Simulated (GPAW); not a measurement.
## Al3Cu in GPAW: the effect of strain tetragonal

Al3Cu:

```xyz
4
Lattice="2.6673 0.0000 0.0000 0.0000 2.6673 0.0000 0.0000 0.0000 8.1526" Properties=species:S:1:pos:R:3 pbc="T T T"
Cu    0.0000    0.0000    0.0000
Al    1.3336    1.3336    6.3091
Al    1.3336    1.3336    1.8434
Al    0.0000    0.0000    4.0763
```

The cell comes from a database or a generator and needn't be the stable form of this composition.

Alike in all runs:

```yaml
Program: GPAW 26.7.0
Task: single point
Functional: PBEsol
Potentials_or_basis: PAW data sets generated in the run's folder for this functional
Cutoff: 600 eV
Basis: pw
k_mesh: 10 × 10 × 4
Occupations: fermi-dirac, width 0.05 eV
Spin: no spin polarisation
Maxiter: 150
```

```csv
strain tetragonal,pressure (GPa),largest force (eV/Å)
-0.04,2.7,0.05
-0.02,1.7,0.02
-0.01,1.5,0.11
0,?,?
0.01,1.6,0.28
0.02,1.8,0.41
0.04,2.1,0.33
```

Task: What does the run with strain tetragonal 0 give?

Result: Pressure 1.6 GPa; largest force 0.17 eV/Å.

Worked out: A parabola through the other rows of the pressure, of slope -5 GPa per unit of strain tetragonal there, gives 1.5 GPa, against the run's 1.6. The largest force follows no smooth curve through the other rows.

Caveats: with this Cu data set, volumes or pressures lay over 1.5 % or 2 GPa off other programs in two to four cells of ten; the density grid can change from cell to cell, which puts small steps into energies and stress.
